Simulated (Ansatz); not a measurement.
# Mo: pulling the crystal apart

The task, for Mo: open the crystal across a (0 1 1) plane.

The COD entry's cell or inner coordinates are ideal or old and differ from later refinements, so a difference from it is no clean test against experiment.

Computed with Ansatz 0.2.0 (DFT PBEsol, scalar-relativistic, plane waves, PAW, unless a step's input says otherwise).

3 further runs of the same task are left out: 3 set aside as unsound or not needed.

## (1) The starting structure

It takes space group Im-3m (No. 229, cubic). Conventional cell: a = 3.129 Å, b = 3.129 Å, c = 3.129 Å, α = 90.00°, β = 90.00°, γ = 90.00°. Around Mo (site symmetry m-3m) lie 8 Mo at 2.71 Å.

Coordinates:

```xyz
4
Lattice="-1.5647 1.5647 -1.5647 -1.5647 -1.5647 1.5647 0.0000 6.2586 6.2586" Properties=species:S:1:pos:R:3 pbc="T T T"
Mo    0.0000    0.0000    0.0000
Mo   -1.5647    1.5647    1.5647
Mo    0.0000    3.1293    3.1293
Mo   -1.5647    4.6940    4.6940
```

It is built from the cell relaxed beforehand with the same method (15.32 Å³/atom).

## (2) Zero of the scan

Contents of input.yaml:

```yaml
crystal:
  lattice:
    - [-1.5646534272, 1.5646534272, -1.5646534272]
    - [-1.5646534272, -1.5646534272, 1.5646534272]
    - [0.0, 6.2586137088, 6.2586137088]
  atoms:
    - { symbol: Mo, position: [0.0, 0.0, 0.0] }
    - { symbol: Mo, position: [0.5, 0.5, 0.25] }
    - { symbol: Mo, position: [0.0, 0.0, 0.5] }
    - { symbol: Mo, position: [0.5, 0.5, 0.75] }
basis:
  ecutwfc: 420
kpoints:
  mp_grid: { grid: [23, 23, 7] }
hamiltonian:
  xc: pbesol
scf:
  occupations: { method: gaussian, width: 0.15 }
output:
  forces: true
  stress: true
  eigenvalues: true
  write_density: true
  write_potential: true
  elf: true
  volumetric_format: npy
```

Run with:

```bash
ansatz run input.yaml --threads 2 --pin off --max-ram 5120MiB --backend cpu --events-out ev --progress --plain --runs-dir out
```

## (3) Next: pulling the crystal apart

The cut lies on the cell's a–b face, a (0 1 1) plane of area 6.92 Å², between layers 2.21 Å apart (Mo below, Mo above); the cell is 8.9 Å thick. Vector c is lengthened by d along the normal with the atoms' Cartesian places fixed: one unrelaxed cut per cell.

## (4) Point d = 1.00 Å

Contents of input.yaml:

```yaml
crystal:
  lattice:
    - [-1.5646534272, 1.5646534272, -1.5646534272]
    - [-1.5646534272, -1.5646534272, 1.5646534272]
    - [0.0, 6.96572049, 6.96572049]
  atoms:
    - { symbol: Mo, position: [0.0, 0.0, 0.7861766781] }
    - { symbol: Mo, position: [0.5, 0.5, 0.112310954] }
    - { symbol: Mo, position: [0.0, 0.0, 0.336932862] }
    - { symbol: Mo, position: [0.5, 0.5, 0.5615547701] }
basis:
  ecutwfc: 420
kpoints:
  mp_grid: { grid: [23, 23, 7] }
hamiltonian:
  xc: pbesol
scf:
  occupations: { method: gaussian, width: 0.15 }
output:
  forces: true
  stress: true
  eigenvalues: true
  write_density: true
  write_potential: true
  elf: true
  volumetric_format: npy
```

## (5) d = 3.00 Å

Contents of input.yaml:

```yaml
crystal:
  lattice:
    - [-1.5646534272, 1.5646534272, -1.5646534272]
    - [-1.5646534272, -1.5646534272, 1.5646534272]
    - [0.0, 8.3799340524, 8.3799340524]
  atoms:
    - { symbol: Mo, position: [0.0, 0.0, 0.653500011] }
    - { symbol: Mo, position: [0.5, 0.5, 0.0933571444] }
    - { symbol: Mo, position: [0.0, 0.0, 0.2800714333] }
    - { symbol: Mo, position: [0.5, 0.5, 0.4667857221] }
basis:
  ecutwfc: 420
kpoints:
  mp_grid: { grid: [23, 23, 7] }
hamiltonian:
  xc: pbesol
scf:
  occupations: { method: gaussian, width: 0.15 }
output:
  forces: true
  stress: true
  eigenvalues: true
```

## (6) d = 0.50 Å

Contents of input.yaml:

```yaml
crystal:
  lattice:
    - [-1.5646534272, 1.5646534272, -1.5646534272]
    - [-1.5646534272, -1.5646534272, 1.5646534272]
    - [0.0, 6.6121670994, 6.6121670994]
  atoms:
    - { symbol: Mo, position: [0.0, 0.0, 0.828213642] }
    - { symbol: Mo, position: [0.5, 0.5, 0.1183162346] }
    - { symbol: Mo, position: [0.0, 0.0, 0.3549487037] }
    - { symbol: Mo, position: [0.5, 0.5, 0.5915811729] }
basis:
  ecutwfc: 420
kpoints:
  mp_grid: { grid: [23, 23, 7] }
hamiltonian:
  xc: pbesol
scf:
  occupations: { method: gaussian, width: 0.15 }
output:
  forces: true
  stress: true
  eigenvalues: true
```

## (7) At d = 2.00 Å

Contents of input.yaml:

```yaml
crystal:
  lattice:
    - [-1.5646534272, 1.5646534272, -1.5646534272]
    - [-1.5646534272, -1.5646534272, 1.5646534272]
    - [0.0, 7.6728272712, 7.6728272712]
  atoms:
    - { symbol: Mo, position: [0.0, 0.0, 0.7137247851] }
    - { symbol: Mo, position: [0.5, 0.5, 0.1019606836] }
    - { symbol: Mo, position: [0.0, 0.0, 0.3058820508] }
    - { symbol: Mo, position: [0.5, 0.5, 0.5098034179] }
basis:
  ecutwfc: 420
kpoints:
  mp_grid: { grid: [23, 23, 7] }
hamiltonian:
  xc: pbesol
scf:
  occupations: { method: gaussian, width: 0.15 }
output:
  forces: true
  stress: true
  eigenvalues: true
```

## (8) Point d = 6.00 Å

Contents of input.yaml:

```yaml
crystal:
  lattice:
    - [-1.5646534272, 1.5646534272, -1.5646534272]
    - [-1.5646534272, -1.5646534272, 1.5646534272]
    - [0.0, 10.5012543959, 10.5012543959]
  atoms:
    - { symbol: Mo, position: [0.0, 0.0, 0.5214888421] }
    - { symbol: Mo, position: [0.5, 0.5, 0.074498406] }
    - { symbol: Mo, position: [0.0, 0.0, 0.223495218] }
    - { symbol: Mo, position: [0.5, 0.5, 0.37249203] }
basis:
  ecutwfc: 420
kpoints:
  mp_grid: { grid: [23, 23, 7] }
hamiltonian:
  xc: pbesol
scf:
  occupations: { method: gaussian, width: 0.15 }
output:
  forces: true
  stress: true
  eigenvalues: true
```

(Steps that only read results are left out.)

What does the calculation give? Wanted: largest traction sampled.

As calculated:

| quantity | value |
| --- | --- |
| energy at d = 6.00 Å | 6.41 J/m² |
| largest traction sampled | 39.1 GPa at d = 0.50 Å |

In words: At the widest gap the traction has died away, so 6.41 J/m² is the unrelaxed work of separation, the sum of the two faces' energies. The traction peaks at 39.1 GPa near 0.50 Å, an estimate of the ideal strength of rigid blocks on this coarse sampling.
